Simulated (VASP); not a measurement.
# WC (P-6m2) in VASP: elastic constants with PBE

Aim: the elastic constants of WC with PBE.

Everything below comes from runs of VASP 6.6.1. Logs are shortened: lines on timing, memory, paths and dates and some standing lists are left out, and cuts for length are marked.

### 1 The crystal as given

It takes space group P-6m2 (No. 187, hexagonal). The conventional cell has a = 2.907 Å, b = 2.907 Å, c = 2.837 Å, α = 90.00°, β = 90.00°, γ = 120.00°. Around W (site symmetry -6m2) lie 6 C at 2.20 Å. C (site symmetry -6m2) is surrounded by 6 W at 2.20 Å.

### 2 Elastic constants, PBE

File POSCAR:

```
WC
1.0
    2.9065000000      0.0000000000      0.0000000000
   -1.4532500000      2.5171028400      0.0000000000
    0.0000000000      0.0000000000      2.8366000000
W C
1 1
Direct
    0.0000000000      0.0000000000      0.0000000000
    0.6666666700      0.3333333300      0.5000000000
```

File INCAR.step1:

```
SYSTEM = WC
PREC = Accurate
ENCUT = 600
EDIFF = 1E-8
ISMEAR = 0
SIGMA = 0.1
LREAL = .False.
LASPH = .True.
NELM = 100
ALGO = Fast
ISIF = 3
LWAVE = .False.
LCHARG = .False.
GGA = PE
IBRION = 2
NSW = 40
EDIFFG = -0.002
```

File INCAR.step2:

```
SYSTEM = WC
PREC = Accurate
ENCUT = 600
EDIFF = 1E-8
ISMEAR = 0
SIGMA = 0.1
LREAL = .False.
LASPH = .True.
NELM = 100
ALGO = Fast
ISIF = 3
LWAVE = .False.
LCHARG = .False.
GGA = PE
IBRION = 6
NFREE = 2
POTIM = 0.015
NSW = 1
```

File KPOINTS:

```
Automatic mesh
0
Gamma
  13 13 10
  0 0 0
```

Potentials or basis: VASP PAW PBE potentials, release 64 (W_sv, C).

Launch:

```console
cat potpaw_PBE.64/W_sv/POTCAR potpaw_PBE.64/C/POTCAR > POTCAR
cp INCAR.step1 INCAR
mpirun -np 1 vasp_std > vasp.out
cp CONTCAR POSCAR
cp INCAR.step2 INCAR
mpirun -np 1 vasp_std > vasp.out
```

OUTCAR:

```text
SYSTEM = WC
   PREC = Accurate
   ENCUT = 600
   EDIFF = 1E-8
   ISMEAR = 0
   LREAL = .False.
   LASPH = .True.
   NELM = 100
   ISIF = 3
   GGA = PE
   IBRION = 6
   NFREE = 2
   POTIM = 0.015
   NSW = 1

 ion  position               nearest neighbor table
   1  0.000  0.000  0.000-   2 2.21   2 2.21   2 2.21   2 2.21   2 2.21   2 2.21
   2  0.667  0.333  0.500-   1 2.21   1 2.21   1 2.21   1 2.21   1 2.21   1 2.21

  LATTYP: Found a hexagonal cell.
 ALAT       =     2.9243544660
 C/A-ratio  =     0.9743644422

  Lattice vectors:

 A1 = (   2.9243544660,   0.0000000000,   0.0000000000)
 A2 = (  -1.4621772330,   2.5325652612,   0.0000000000)
 A3 = (   0.0000000000,   0.0000000000,   2.8493870082)

Analysis of symmetry for initial positions (statically):
=====================================================================
 Subroutine PRICEL returns:
 Original cell was already a primitive cell.

 Routine SETGRP: Setting up the symmetry group for a
 hexagonal supercell.

 Subroutine GETGRP returns: Found 12 space group operations
 (whereof 12 operations were pure point group operations)
 out of a pool of 24 trial point group operations.

The static configuration has the point symmetry D_3h.

Analysis of symmetry for dynamics (positions and initial velocities):
=====================================================================
 Subroutine PRICEL returns:
 Original cell was already a primitive cell.

 Routine SETGRP: Setting up the symmetry group for a
 hexagonal supercell.

 Subroutine GETGRP returns: Found 12 space group operations
 (whereof 12 operations were pure point group operations)
 out of a pool of 24 trial point group operations.

The dynamic configuration has the point symmetry D_3h.

 Subroutine INISYM returns: Found 12 space group operations
 (whereof 12 operations are pure point group operations),
 and found     1 'primitive' translations

----------------------------------------------------------------------------------------

                                     Primitive cell

  volume of cell :      21.1029

  direct lattice vectors                    reciprocal lattice vectors
     2.924354466  0.000000000  0.000000000     0.341955810  0.197428279  0.000000000
    -1.462177233  2.532565261  0.000000000     0.000000000  0.394856557  0.000000000
     0.000000000  0.000000000  2.849387008     0.000000000  0.000000000  0.350952678

  length of vectors
     2.924354466  2.924354469  2.849387008     0.394856558  0.394856557  0.350952678

  position of ions in fractional coordinates (direct lattice)
     0.000000000  0.000000000  0.000000000
     0.666666670  0.333333330  0.500000000

  ion indices of the primitive-cell ions
   primitive index   ion index
                 1           1
                 2           2

----------------------------------------------------------------------------------------

 KPOINTS: Automatic mesh

Automatic generation of k-mesh.
 Grid dimensions read from file:
 generate k-points for:   13   13   10

 Generating k-lattice:

  Cartesian coordinates                     Fractional coordinates (reciprocal lattice)
     0.026304293  0.015186791  0.000000000     0.076923077  0.000000000  0.000000000
     0.000000000  0.030373581  0.000000000     0.000000000  0.076923077  0.000000000
     0.000000000  0.000000000  0.035095268     0.000000000  0.000000000  0.100000000

  Length of vectors
     0.030373581  0.030373581  0.035095268

  Shift w.r.t. Gamma in fractional coordinates (k-lattice)
     0.000000000  0.000000000  0.000000000

 Subroutine IBZKPT returns following result:
 ===========================================

 Found    126 irreducible k-points:

 Following reciprocal coordinates:
            Coordinates               Weight
  0.000000  0.000000  0.000000      1.000000
  0.076923  0.000000  0.000000      6.000000
  0.153846  0.000000  0.000000      6.000000
  0.230769  0.000000  0.000000      6.000000
[... 60 lines left out ...]
  volume/ion in A,a.u.               =      10.55        71.20
  Fermi-wavevector in a.u.,A,eV,Ry     =   1.552572  2.933935 32.796551  2.410479
  Thomas-Fermi vector in A             =   2.656928
   LORBIT       =      0    0 simple, 1 ext, 2 COOP (PROOUT), +10 PAW based schemes
   GGA     = PE    functional components
   LHFCALC =     F    Hartree Fock is set to
   AEXX    =    0.0000 exact exchange contribution
   IVDW    =     0    specifies the selected vdW correction
   LEPSILON=     F    determine dielectric tensor
   LRPA    =     F    only Hartree local field effects (RPA)
 finite differences with symmetry
 non-spin polarized calculation
 RMM-DIIS sequential band-by-band and
 Gauss-broadening in eV      SIGMA  =   0.10
  energy-cutoff  :      600.00
  volume of cell :       21.10
 maximum number of plane-waves:       716
 NGX is ok and might be reduce to    24
   NGX = 11   NGY = 11   NGZ = 11

--------------------------------------- Ionic step        1  -------------------------------------------

 number of electron      18.0000000 magnetization

 Free energy of the ion-electron system (eV)
  ---------------------------------------------------
  ext. energy  EPLUGINS =         0.00000000
  ---------------------------------------------------
  free energy    TOTEN  =       -22.45129274 eV

  energy without entropy =      -22.44968385  energy(sigma->0) =      -22.45048830

------------------------ aborting loop because EDIFF is reached ----------------------------------------

  FORCE on cell =-STRESS in cart. coord.  units (eV):
  Direction    XX          YY          ZZ          XY          YZ          ZX
  --------------------------------------------------------------------------------------
  -------------------------------------------------------------------------------------
  Total        0.0023860      0.0023860      0.0025819      0.0000000     -0.0000000      0.0000000
  in kB        0.1811508      0.1811508      0.1960248      0.0000000     -0.0000000      0.0000000
  external PRESSURE =       0.1861088 kB  Pullay stress =       0.0000000 kB
[... 89 lines left out ...]
  FREE ENERGIE OF THE ION-ELECTRON SYSTEM (eV)
  ---------------------------------------------------
  free  energy   TOTEN  =       -22.4404323565 eV

  energy  without entropy=      -22.4388579899  energy(sigma->0) =      -22.43964517

[... ionic steps 4 to 18 ...]

--------------------------------------- Ionic step       19  -------------------------------------------

 number of electron      18.0000000 magnetization

------------------------ aborting loop because EDIFF is reached ----------------------------------------
[... 67 lines left out ...]
--------------------------------------- Ionic step       21  -------------------------------------------

 number of electron      18.0000001 magnetization

 Free energy of the ion-electron system (eV)
  ---------------------------------------------------
  ext. energy  EPLUGINS =         0.00000000
  ---------------------------------------------------
  free energy    TOTEN  =       -22.44981093 eV

  energy without entropy =      -22.44821729  energy(sigma->0) =      -22.44901411

 E-fermi :  10.8672     XC(G=0): -13.7064

 val. band max:       10.8638721752   @ k =   0.0769   0.0769   0.4000
 cond. band min:      10.8824248744   @ k =   0.4615   0.0769   0.5000
 fundamental gap:      0.0185526992
 Fermi energy:        10.8671614020

 k-point     1 :       0.0000    0.0000    0.0000
  band No.  band energies     occupation
      1     -63.2016      2.00000
      2     -27.1786      2.00000
      3     -27.0879      2.00000
      4     -27.0879      2.00000
      5      -3.4816      2.00000
      6       6.6208      2.00000
      7       7.5646      2.00000
      8       7.5646      2.00000
      9      10.9454      0.26833
     10      13.9972      0.00000
     11      13.9972      0.00000
     12      16.3804      0.00000
     13      16.3805      0.00000
[... 354 lines left out ...]
  band No.  band energies     occupation
      1     -63.1865      2.00000
      2     -27.2547      2.00000
      3     -27.2235      2.00000
      4     -27.1208      2.00000
      5      -2.6800      2.00000
      6       6.4461      2.00000
      7       7.1484      2.00000
      8       8.1645      2.00000
      9       9.4817      2.00000
     10      13.0315      0.00000
     11      14.5879      0.00000
     12      16.1645      0.00000
     13      16.6341      0.00000

 [... further k-points ...]
[... 5 lines left out ...]
  --------------------------------------------------------------------------------------
  -------------------------------------------------------------------------------------
  Total        0.0077870      0.0077870      0.0119102      0.0000000     -0.0000000      0.0000000
  in kB        0.5912061      0.5912061      0.9042503      0.0000000     -0.0000000      0.0000000
  external PRESSURE =       0.6955541 kB  Pullay stress =       0.0000000 kB
[... 17 lines left out ...]
  FREE ENERGIE OF THE ION-ELECTRON SYSTEM (eV)
  ---------------------------------------------------
  free  energy   TOTEN  =       -22.4498109302 eV

  energy  without entropy=      -22.4482172930  energy(sigma->0) =      -22.44901411

 INTERNAL STRAIN TENSORS FROM STRAINED CELLS
 ============================================

 INTERNAL STRAIN TENSOR FOR ION    1 for displacements in x,y,z  (eV/Angst):
          X           Y           Z          XY          YZ          ZX
  --------------------------------------------------------------------------------
  x    -0.00000    -0.00000    -0.00000     5.06155     0.00000    -0.00000
  y     5.06687    -5.05326    -0.00000    -0.00010     0.00000     0.00001
  z     0.00000     0.00000     0.00000     0.00000     0.00508     0.00000

 INTERNAL STRAIN TENSORS FROM DISPLACED ATOMS
 ============================================

 INTERNAL STRAIN TENSOR FOR ION    1 for displacements in x,y,z  (eV/Angst):
          X           Y           Z          XY          YZ          ZX
  --------------------------------------------------------------------------------
  x     0.00000     0.00000     0.00000     4.98086     0.00000     0.00000
  y     4.98086    -4.98086     0.00000    -0.00000     0.00000     0.00000
  z     0.00000     0.00000     0.00000     0.00000     0.00000     0.00000

 INTERNAL STRAIN TENSOR FOR ION    2 for displacements in x,y,z  (eV/Angst):
          X           Y           Z          XY          YZ          ZX
  --------------------------------------------------------------------------------
  x     0.00000     0.00000     0.00000    -4.97476     0.00000     0.00000
  y    -4.97476     4.97476     0.00000     0.00000     0.00000     0.00000
  z     0.00000     0.00000     0.00000     0.00000     0.00000     0.00000

 Eigenvectors and eigenvalues of the dynamical matrix
 ----------------------------------------------------

   1 f  =   17.877102 THz   112.325143 2PiTHz  596.315925 cm-1    73.933719 meV
             X         Y         Z           dx          dy          dz
      0.000000  0.000000  0.000000     0.000000   -0.247651    0.000000
      1.462177  0.844188  1.424694     0.000000    0.968849    0.000000
[... 21 lines left out ...]
   6 f/i=    0.000257 THz     0.001614 2PiTHz    0.008566 cm-1     0.001062 meV
             X         Y         Z           dx          dy          dz
      0.000000  0.000000  0.000000     0.000000   -0.968849    0.000000
      1.462177  0.844188  1.424694     0.000000   -0.247651    0.000000

--------------------------------------------------------------------------------------------------------

 ELASTIC MODULI CONTR FROM IONIC RELAXATION (kBar)
 Direction    XX          YY          ZZ          XY          YZ          ZX
 --------------------------------------------------------------------------------
 XX        -127.5954    127.5954      0.0000      0.0000      0.0000      0.0000
 YY         127.5954   -127.5954      0.0000     -0.0000      0.0000      0.0000
 ZZ           0.0000      0.0000      0.0000      0.0000      0.0000      0.0000
 XY           0.0000     -0.0000      0.0000   -127.5954      0.0000      0.0000
 YZ           0.0000      0.0000      0.0000      0.0000      0.0000      0.0000
 ZX           0.0000      0.0000      0.0000      0.0000      0.0000      0.0000
 --------------------------------------------------------------------------------

 TOTAL ELASTIC MODULI (kBar)
 Direction    XX          YY          ZZ          XY          YZ          ZX
 --------------------------------------------------------------------------------
 XX        6891.7580   2414.3122   1695.4677      0.0000      0.0000      0.0000
 YY        2414.3122   6891.7580   1695.4678     -0.0000      0.0000      0.0000
 ZZ        1695.4677   1695.4678   9412.4324      0.0000      0.0000      0.0000
 XY           0.0000     -0.0000      0.0000   2238.7229     -0.0000      0.0000
 YZ          -0.0000      0.0000      0.0000     -0.0000   3010.5902      0.0000
 ZX           0.0000      0.0000      0.0000      0.0000      0.0000   3010.5898
 --------------------------------------------------------------------------------
```

Run time: 17 min. Hardware: 1 thread of AMD EPYC 9R45 (Zen 5), shared host; peak memory 0.39 GiB.

Results:

- Relaxed volume: 10.55 Å³/atom
- Relaxed cell: a = 2.924 Å, b = 2.924 Å, c = 2.849 Å, α = 90.00°, β = 90.00°, γ = 120.00°
- Space group after relaxing (to 0.05 Å): P-6m2 (No. 187)
- Voigt bulk modulus: 387 GPa
- Highest phonon frequency at Γ, LO-TO splitting left out: 596 cm⁻¹

Step by step:
```csv
step,energy change (eV),largest force (eV/Å),pressure (GPa),volume (Å³)
1,0.0000,0.0000,6.67,20.75
2,0.0430,0.0000,-15.83,22.08
3,-0.0071,0.0000,-0.11,21.11
4,-0.0071,0.0000,0.02,21.10
5,-0.0072,0.0000,0.04,21.11
6,-0.0072,0.0000,0.03,21.10
```

Final structure:
```cif
data_structure
_symmetry_space_group_name_H-M 'P 1'
_symmetry_Int_Tables_number 1
_cell_length_a 2.9244
_cell_length_b 2.9244
_cell_length_c 2.8494
_cell_angle_alpha 90.000
_cell_angle_beta 90.000
_cell_angle_gamma 120.000
_cell_volume 21.10
loop_
_atom_site_label
_atom_site_type_symbol
_atom_site_fract_x
_atom_site_fract_y
_atom_site_fract_z
_atom_site_occupancy
W1 W 0.00000 0.00000 0.00000 1
C1 C 0.66667 0.33333 0.50000 1
```

Phonon frequencies in cm⁻¹ (negative: imaginary):
```
              q point        frequencies
(0.000, 0.000, 0.000)  0 0 0 564 596 596
```

Elastic tensor in Voigt notation (GPa, in the Cartesian axes of the cell as first typed):
```
689 241 170   0   0   0
241 689 170   0   0   0
170 170 941   0   0   0
  0   0   0 301   0   0
  0   0   0   0 301   0
  0   0   0   0   0 224
```

Clamped-ion elastic tensor (GPa):
```
702 229 170   0   0   0
229 702 170   0   0   0
170 170 941   0   0   0
  0   0   0 301   0   0
  0   0   0   0 301   0
  0   0   0   0   0 237
```
